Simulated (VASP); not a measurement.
Input of a VASP 6.6.1 run:

Contents of INCAR:

```
PREC = Accurate ; ENCUT = 600
EDIFF = 1E-7 ; ISMEAR = 0
SIGMA = 0.03 ; LREAL = F
LASPH = T ; NELM = 80
ALGO = Normal ; ISIF = 3
LWAVE = F ; LCHARG = F
GGA = PS ; IBRION = 2
NSW = 90 ; EDIFFG = -0.005
KPAR = 4
```

KPOINTS

```
Automatic mesh
0
Gamma
  8 8 8
```

The input POSCAR:

```
BaTiO3                                  
1.0
    3.9664534083      0.0000000000      0.0000000000
    0.0000000000      3.9664534083     -0.0000000000
    0.0000000000     -0.0000000000      4.0662622762
  Ba              Ti              O             
     1     1     3
Direct
     0.0000000000000000    0.0000000000000000    0.9986466655797411
     0.5000000000000000    0.5000000000000000    0.4820003747253820
     0.5000000000000000    0.5000000000000000    0.0290292124110594
     0.5000000000000000    0.0000000000000000    0.5166618736419120
     0.0000000000000000    0.5000000000000000    0.5166618736419120
```

Potentials or basis: VASP PAW PBE potentials, release 64 (Ba_sv, Ti_sv, O).

Launch:

```bash
$ cat potpaw_PBE.64/Ba_sv/POTCAR potpaw_PBE.64/Ti_sv/POTCAR potpaw_PBE.64/O/POTCAR > POTCAR
$ mpirun -np 4 vasp_std > vasp.out
```

Estimate the relaxed cell.

a = 3.967 Å, b = 3.967 Å, c = 4.066 Å, α = 90.00°, β = 90.00°, γ = 90.00°.

What does it give for the relaxed volume?

12.80 Å³/atom.

Predict the space group after relaxing (to 0.05 Å).

P4mm (No. 99).

Predict the band gap on the k mesh.

1.76 eV, indirect (least direct gap 2.19 eV).

Forces on the atoms (eV/Å):
```
Ba   0.000  0.000 -0.003
Ti   0.000  0.000  0.001
O    0.000  0.000 -0.001
O    0.000  0.000  0.002
O    0.000  0.000  0.002
```

Caveat: the PAW data sets were made with another functional, which shifts forces and pressure a little; spin-orbit coupling is left out, which moves the levels of the heavy elements. PBEsol gaps usually lie below the measured ones, often by a third to a half.
